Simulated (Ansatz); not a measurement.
**Eigenvalues along a path: Cs (sc type)**

```yaml
crystal:
  lattice:
    - [5.01161, 0.00000, 0.00000]
    - [0.00000, 5.01161, 0.00000]
    - [0.00000, 0.00000, 5.01161]
  atoms:
    - { symbol: Cs, position: [0.00000, 0.00000, 0.00000] }
```

The cell comes from a relaxation on PAW files under the same functional, begun from a prototype that needn't be the stable phase.

Level of theory: DFT with PBE, scalar-relativistic, in Ansatz 0.2.0; a Γ-centred 8×8×8 k mesh, Fermi–Dirac smearing of 0.08 eV, no spin polarisation. LAPW: all electrons, basis error target 1 meV/atom.

Spin–orbit coupling is left out, which matters for the heavy atoms.

Path points, in fractions of the reciprocal vectors: Γ (0.000, 0.000, 0.000), X (0.000, 0.500, 0.000), M (0.500, 0.500, 0.000), R (0.500, 0.500, 0.500). The distance column jumps between branches of the path. Levels in eV from the Fermi level; bands 6 to 12, counted from the lowest band of the run. The gap is zero, the pressure 0.03 GPa.

```
# k(1/Å) point b6 b7 b8 b9 b10 b11 b12
0.000 Γ -24.05 -10.78 -10.78 -10.78 -1.59 1.35 1.35
0.090 - -24.05 -10.79 -10.78 -10.78 -1.55 1.36 1.36
0.179 - -24.05 -10.81 -10.78 -10.78 -1.43 1.38 1.41
0.269 - -24.05 -10.85 -10.78 -10.78 -1.24 1.35 1.49
0.358 - -24.05 -10.88 -10.77 -10.77 -0.98 1.20 1.58
0.448 - -24.04 -10.92 -10.77 -10.77 -0.69 0.92 1.67
0.537 - -24.04 -10.94 -10.77 -10.77 -0.38 0.60 1.74
0.627 X -24.04 -10.94 -10.77 -10.77 -0.20 0.41 1.76
0.716 - -24.04 -10.94 -10.78 -10.77 -0.15 0.41 1.79
0.806 - -24.04 -10.94 -10.80 -10.77 -0.01 0.41 1.87
0.896 - -24.04 -10.94 -10.83 -10.76 0.21 0.40 1.98
0.985 - -24.04 -10.93 -10.86 -10.76 0.39 0.48 2.07
1.075 - -24.04 -10.93 -10.90 -10.76 0.37 0.77 2.06
1.164 - -24.04 -10.92 -10.92 -10.76 0.36 1.04 1.99
1.254 M -24.04 -10.92 -10.92 -10.76 0.35 1.16 1.97
1.380 - -24.04 -10.92 -10.92 -10.76 0.34 0.98 1.94
1.507 - -24.04 -10.90 -10.90 -10.76 0.07 0.96 1.86
1.634 - -24.04 -10.87 -10.87 -10.77 -0.42 1.23 1.73
1.760 - -24.04 -10.84 -10.84 -10.77 -0.89 1.44 1.59
1.887 - -24.05 -10.81 -10.81 -10.78 -1.27 1.45 1.46
2.014 - -24.05 -10.79 -10.79 -10.78 -1.51 1.38 1.38
2.140 Γ -24.05 -10.78 -10.78 -10.78 -1.59 1.35 1.35
2.295 - -24.05 -10.79 -10.79 -10.79 -1.47 1.39 1.39
2.450 - -24.05 -10.81 -10.81 -10.81 -1.11 1.53 1.53
2.606 - -24.04 -10.84 -10.83 -10.83 -0.57 1.68 1.68
2.761 - -24.04 -10.86 -10.86 -10.86 0.06 1.65 1.65
2.916 - -24.03 -10.89 -10.88 -10.88 0.59 1.39 1.39
3.071 - -24.03 -10.90 -10.90 -10.90 0.93 1.17 1.17
3.226 R -24.03 -10.90 -10.90 -10.90 1.08 1.08 1.08
3.353 - -24.03 -10.91 -10.90 -10.90 0.98 1.14 1.14
3.479 - -24.03 -10.91 -10.88 -10.88 0.78 1.24 1.29
3.606 - -24.04 -10.92 -10.86 -10.85 0.60 1.07 1.54
3.733 - -24.04 -10.93 -10.83 -10.82 0.48 0.61 1.88
3.859 - -24.04 -10.94 -10.80 -10.79 0.18 0.43 1.98
3.986 - -24.04 -10.94 -10.78 -10.78 -0.10 0.41 1.82
4.113 X -24.04 -10.94 -10.77 -10.77 -0.20 0.41 1.76
4.999 R -24.03 -10.90 -10.90 -10.90 1.08 1.08 1.08
5.089 - -24.03 -10.91 -10.91 -10.90 1.02 1.11 1.11
5.178 - -24.03 -10.91 -10.91 -10.88 0.88 1.21 1.21
5.268 - -24.03 -10.91 -10.91 -10.85 0.71 1.35 1.35
5.357 - -24.03 -10.92 -10.92 -10.81 0.56 1.54 1.54
5.447 - -24.04 -10.92 -10.92 -10.78 0.45 1.45 1.73
5.536 - -24.04 -10.92 -10.92 -10.76 0.38 1.23 1.90
5.626 M -24.04 -10.92 -10.92 -10.76 0.35 1.16 1.97
```
